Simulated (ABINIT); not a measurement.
Runs of ABINIT 10.8.3 (patched build) on La2O3. Symmetry: P-3m1, No. 164, trigonal system. Conventional cell: a = 3.931 Å, b = 3.931 Å, c = 6.112 Å, α = 90.00°, β = 90.00°, γ = 120.00°. Around La (site symmetry 3m) lie 4 O at 2.36 to 2.44 Å. Around O (site symmetry -3m) lie 6 La at 2.72 Å. O (site symmetry 3m) is surrounded by 4 La at 2.36 to 2.44 Å. The cell is a database's computed one.

```tsv
task	level	potentials or basis	cell	gap on the mesh (eV)	pressure (GPa)	largest force (eV/Å)
single point	PBE	JTH PAW PBE v2.0	atoms moved at random, drawn with an rms of 0.05 Å	3.85	2.7	0.26
band structure	PBE	JTH PAW PBE v2.0	as given	(a)	2.7	0.09
band structure	LDA	JTH PAW LDA v2.0	as given	3.78	-5.5	0.09
band structure	PBEsol	JTH PAW PBE v2.0	as given	3.82	-2.1	(b)
```

Alike in all rows: no spin polarisation; k mesh 8 × 8 × 5; cutoff (eV) 626; smearing fermi-dirac 0.05 eV.

Task: Estimate the missing entries.

Result: (a) 3.88; (b) 0.02.

Caveats: spin-orbit coupling is left out, which moves the levels of the heavy elements; an odd mesh through Γ misses points on the zone boundary, where band edges often lie (some runs); the PAW data sets were made with another functional, which shifts forces and pressure a little (some runs).

A k mesh can miss the band edges, and the runs leave out spin-orbit coupling on La.
